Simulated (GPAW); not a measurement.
Runs of GPAW 26.7.0 on CuO. Symmetry: P4/nmm, No. 129, tetragonal system. Conventional cell: a = 3.175 Å, b = 3.175 Å, c = 4.650 Å, α = 90.00°, β = 90.00°, γ = 90.00°. Cu (site symmetry -4m2) is surrounded by 4 O at 2.02 Å and 4 Cu at 2.25 Å. O (site symmetry 4mm) has 4 Cu at 2.02 Å as nearest neighbours. The cell was built by a generator and needn't be a form met in nature.

```tsv
task	level	potentials or basis	cell	maxiter	optimizer	fmax	max steps	target pressure	other keys	gap on the mesh (eV)	pressure (GPa)	relaxed volume (Å³/atom)	largest force (eV/Å)
relaxation of cell and atoms	LDA	the program's PAW data sets (release 1.2.1) made for this functional, pw	relaxed to 5 GPa	150	BFGS	0.01 eV/Å	40	5 GPa	-	none	5.0	-	-
relaxation of cell and atoms	PBE+D3(BJ)	GPAW PAW data sets (gpaw-data 1.2.1), pw	relaxed	150	BFGS	0.01 eV/Å	40	-	-	none	0.0	11.80	0.01
relaxation of cell and atoms	PBEsol+D3(BJ)	PAW data sets generated in the run's folder for this functional, pw	relaxed	150	LBFGS	0.02 eV/Å	60	-	-	none	0.1	11.08	0.01
relaxation of cell and atoms	PBEsol+D3	PAW data sets generated in the run's folder for this functional, pw	relaxed	150	LBFGS	0.05 eV/Å	60	-	-	none	0.1	(a)	0.01
single point	PBE	GPAW PAW data sets (gpaw-data 1.2.1), pw	as given	75	-	-	-	-	several, not listed	none	(b)	-	0.66
```

Alike in all rows: no spin polarisation; k mesh 6 × 6 × 4; cutoff (eV) 800; smearing fermi-dirac 0.05 eV.

Question: Estimate the missing entries.

Answer: (a) 11.04; (b) 18.6.

Caveats: with this Cu data set, volumes or pressures lay over 1.5 % or 2 GPa off other programs in two to four cells of ten; the run has no spin polarisation, though such a crystal can be magnetic; semilocal functionals often make such compounds metallic where correlation or magnetic order opens a gap, which also shifts bond lengths; later steps reuse the first step's grids (some runs); pairwise dispersion overbinds metals, which lowers pressure and volume (some runs); so large a pressure means that the cell lies far from this level's equilibrium, or that cutoff or potentials fall short (some runs).

A gap of «none» marks a metal or a gap under the smearing width.
